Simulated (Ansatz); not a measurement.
Bulk crystal (HgTe) after relaxation:

```
Hg Te
1.0
     0.00000    3.25589    3.25589
     3.25589    0.00000    3.25589
     3.25589    3.25589    0.00000
Hg Te
1 1
Direct
  0.00000 0.00000 0.00000
  0.75000 0.75000 0.75000
```

Miller indices refer to the conventional cell of F-43m (No. 216), a = 6.512 Å, b = 6.512 Å, c = 6.512 Å, α = 90.00°, β = 90.00°, γ = 90.00°.

The (110) slab of 5 planes, 9.2 Å thick with 15 Å of vacuum as cut; outer planes HgTe (top) and HgTe (bottom).

Method: Ansatz, DFT PBEsol, scalar-relativistic, plane waves, PAW. Plane waves to 420 eV, a k mesh through Γ of 8×6×1 on the computed 10-atom cell and Gaussian smearing (0.10 eV); no spin polarisation. The cell repeats along c with a dipole correction in the vacuum.

With the atoms at the bulk's places:

| Property | Result |
| --- | --- |
| Surface energy (mean of both faces) | 0.45 J/m² |

Task: What changes when all atoms relax within this surface cell and its symmetry?

Result: The energy falls by 0.264 J/m² a face, and the largest move is 0.69 Å.

```json
{
  "Surface energy (mean of both faces)": "0.19 J/m²"
}
```

```json
{"plane (bottom to top)": "1", "atoms": "HgTe", "spacing to next, bulk (Å)": "2.302", "relaxed (Å)": "2.071", "change (%)": "-10.0", "rumpling (Å)": "0.795"}
{"plane (bottom to top)": "2", "atoms": "HgTe", "spacing to next, bulk (Å)": "2.302", "relaxed (Å)": "2.337", "change (%)": "+1.5", "rumpling (Å)": "0.180"}
{"plane (bottom to top)": "3", "atoms": "HgTe", "spacing to next, bulk (Å)": "2.302", "relaxed (Å)": "2.337", "change (%)": "+1.5", "rumpling (Å)": "0.000"}
{"plane (bottom to top)": "4", "atoms": "HgTe", "spacing to next, bulk (Å)": "2.302", "relaxed (Å)": "2.071", "change (%)": "-10.0", "rumpling (Å)": "0.180"}
{"plane (bottom to top)": "5", "atoms": "HgTe", "spacing to next, bulk (Å)": "", "relaxed (Å)": "", "change (%)": "", "rumpling (Å)": "0.795"}
```

Spin-orbit coupling is left out, which matters for the bands of heavy elements. Gaps are read on the k points sampled, so a band crossing between them can be missed.